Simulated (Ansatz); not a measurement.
**NaI: what symmetry allows forces and stress to be**

```yaml
crystal:
  lattice:
    - [0.00000, 3.28187, 3.28187]
    - [3.15242, 0.12946, 3.15242]
    - [3.28187, 3.28187, 0.00000]
  atoms:
    - { symbol: Na, position: [0.02230, 0.93310, 0.02230] }
    - { symbol: I, position: [0.47770, 0.56690, 0.47770] }
```

Level of theory: Ansatz, DFT PBE, scalar-relativistic, plane waves, PAW.

Settings: cutoff 420 eV, Γ-centred mesh 6×6×6 on the computed 2-atom cell, Gaussian smearing of 0.02 eV; no spin polarisation.

This distorted cell has space group R3m, with 6 operations.

Without a calculation: in which directions can each atom feel a force?

A force must be left unchanged by every operation that keeps its atom in place, so it lies in the space that those operations leave fixed. Atoms that the group maps onto each other feel forces of one size.
```tsv
atom	site symmetry	operations at the site	equivalent to atom	allowed force (Cartesian)
Na1	3m	6	1	along (-0.58, 0.58, -0.58)
I2	3m	6	2	along (-0.58, 0.58, -0.58)
```

That leaves 2 independent force components of 6, tied by 1 condition that the forces sum to zero, so 1 remains. A relaxation in this cell that keeps the symmetry moves the atoms in these directions alone.

And the stress tensor?

It must be invariant under the point group, which leaves 2 independent components: xx = yy, xx = zz, yy = zz, yz = xy. Further linear relations between components hold in this frame.

Do the computed values obey this?

Yes. Forces (eV/Å):
```
Na1  0.240 -0.240  0.240
I2  -0.240  0.240 -0.240
```

Stress (GPa, compression positive, xx yy zz yz xz xy): 1.84 1.84 1.84 0.13 -0.13 0.13. The program imposes the same operations on density, forces and stress, so this confirms the analysis and is no independent test of the calculation.